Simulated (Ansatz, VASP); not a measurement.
# Two plane-wave programs on ZnO

Contents of POSCAR:

```
ZnO
1.0
    0.0000000000      2.1896751807      2.1896751807
    2.1896751807      0.0000000000      2.1896751807
    2.1896751807      2.1896751807      0.0000000000
Zn O
1 1
Direct
    0.0000000000      0.0000000000      0.0000000000
    0.5000000000      0.5000000000      0.5000000000
```

File INCAR.step1:

```
PREC = Accurate
ENCUT = 520
ISMEAR = 0
SIGMA = 0.01
LREAL = False
LASPH = True
NELM = 100
NBANDS = 16
GGA = PE
ALGO = Normal
EDIFF = 1E-4
LWAVE = True
LCHARG = False
```

File INCAR.step2:

```
PREC = Accurate
ENCUT = 520
EDIFF = 1E-6
ISMEAR = 0
SIGMA = 0.01
LREAL = False
LASPH = True
NELM = 100
ALGO = Normal
ISIF = 2
LWAVE = False
LCHARG = True
METAGGA = R2SCAN
LMIXTAU = True
LELF = True
LVHAR = True
NBANDS = 16
ISTART = 1
```

The input KPOINTS:

```
regular mesh
0
Gamma
  10 10 10
```

Input for Ansatz:

```yaml
crystal:
  lattice:
    - [0.0, 2.1896751807, 2.1896751807]
    - [2.1896751807, 0.0, 2.1896751807]
    - [2.1896751807, 2.1896751807, 0.0]
  atoms:
    - { symbol: Zn, position: [0.0, 0.0, 0.0] }
    - { symbol: O, position: [0.5, 0.5, 0.5] }
kpoints:
  mp_grid: { grid: [10, 10, 10] }
  band_path:
    path:
      - [0.0, 0.0, 0.0]
      - [0.5, 0.0, 0.5]
      - [0.625, 0.25, 0.625]
      - [0.375, 0.375, 0.75]
      - [0.5, 0.5, 0.5]
      - [0.5, 0.25, 0.75]
    npoints: 1
hamiltonian:
  xc: r2scan
scf:
  occupations: { method: fixed }
  n_extra_bands: 4
output:
  forces: true
  stress: true
  eigenvalues: true
```

Change from the starting cell: hydrostatic strain +2.6%.

Alike in both runs: task single point; functional r2SCAN; k mesh 10 × 10 × 10; no spin polarisation.

```csv
,VASP,Ansatz
version,VASP 6.6.1,Ansatz 0.2.0
potentials or method,"VASP PAW PBE potentials, release 64 (Zn, O)","plane waves, PAW"
plane-wave cutoff (eV),520,500
occupations,"gaussian, width 0.01 eV",fixed
valence electrons in the cell,18,18
```

```csv
,VASP,Ansatz,Ansatz less VASP
gap on the k mesh at the Fermi level (eV),1.18,1.20,+0.018
pressure (GPa),-11.5,-12.6,-1.06
```

Caveats: the PAW data sets were made with another functional, which shifts forces and pressure a little (VASP). A k mesh can miss the band edges.
